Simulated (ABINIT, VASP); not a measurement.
This is a calculation of KMgF3 for VASP 6.6.1. 

Contents of INCAR:

```
SYSTEM = KMgF3
ALGO = Normal ; EDIFF = 1E-7
ENCUT = 520 ; GGA = PE
ISIF = 2 ; ISMEAR = -1
LASPH = .True. ; LCHARG = .False.
LREAL = .False. ; LWAVE = .False.
NBANDS = 24 ; NELM = 60
PREC = Accurate ; SIGMA = 0.05
```

Contents of KPOINTS:

```
k-points
0
Gamma
  7 7 7
  0 0 0
```

The input POSCAR:

```
KMgF3
1.0
    3.9859000000      0.0000000000      0.0000000000
    0.0000000000      3.9859000000      0.0000000000
    0.0000000000      0.0000000000      3.9859000000
K Mg F
1 1 3
Direct
    0.5000000000      0.5000000000      0.5000000000
    0.0000000000      0.0000000000      0.0000000000
    0.0000000000      0.0000000000      0.5000000000
    0.0000000000      0.5000000000      0.0000000000
    0.5000000000      0.0000000000      0.0000000000
```

Potentials or basis: VASP PAW PBE potentials, release 64 (K_sv, Mg, F).

Launch:

```sh
$ cat potpaw_PBE.64/K_sv/POTCAR potpaw_PBE.64/Mg/POTCAR potpaw_PBE.64/F/POTCAR > POTCAR
$ mpirun -np 1 vasp_std > vasp.out
```

**Question.** Set up the same calculation for ABINIT 10.8.3 (patched build). Potentials or basis there: JTH PAW PBE v2.0, cutoff 626 eV.

**Answer.** As run (cutoffs and basis follow the program's own potentials, and thresholds, step limits or extra output files can differ):

run.abi

```
pp_dirpath "./"
pseudos "K.GGA_PBE-JTH.xml, Mg.GGA_PBE-JTH.xml, F.GGA_PBE-JTH.xml"

acell 3.9859 3.9859 3.9859 Angstrom
rprim
     1.0000000000     0.0000000000     0.0000000000
     0.0000000000     1.0000000000     0.0000000000
     0.0000000000     0.0000000000     1.0000000000
ntypat 3
znucl 19 12 9
natom 5
typat 1 2 3 3 3
xred
     0.5000000000     0.5000000000     0.5000000000
     0.0000000000     0.0000000000     0.0000000000
     0.0000000000     0.0000000000     0.5000000000
     0.0000000000     0.5000000000     0.0000000000
     0.5000000000     0.0000000000     0.0000000000

ecut 23.0
pawecutdg 45.0

kptopt 1
ngkpt 7 7 7
nshiftk 1
shiftk 0.0 0.0 0.0

ixc 11

nband 24
occopt 3
tsmear 0.05 eV

nstep 100
tolvrs 1.0e-9

iomode 3
prtwf 0
prteig 0
prtebands 0
enunit 2
prtden 1
prtvha 1
prtvclmb 1
prtpot 1
```

Potentials or basis: JTH PAW PBE v2.0.

Run with:

```bash
$ abinit run.abi > log 2>&1
```

Both were run:

|  | VASP | ABINIT |
| --- | --- | --- |
| Pressure | 3.4 GPa | 3.8 GPa |

The potentials hold 32 and 40 valence electrons a cell.

Pressure is positive in compression.
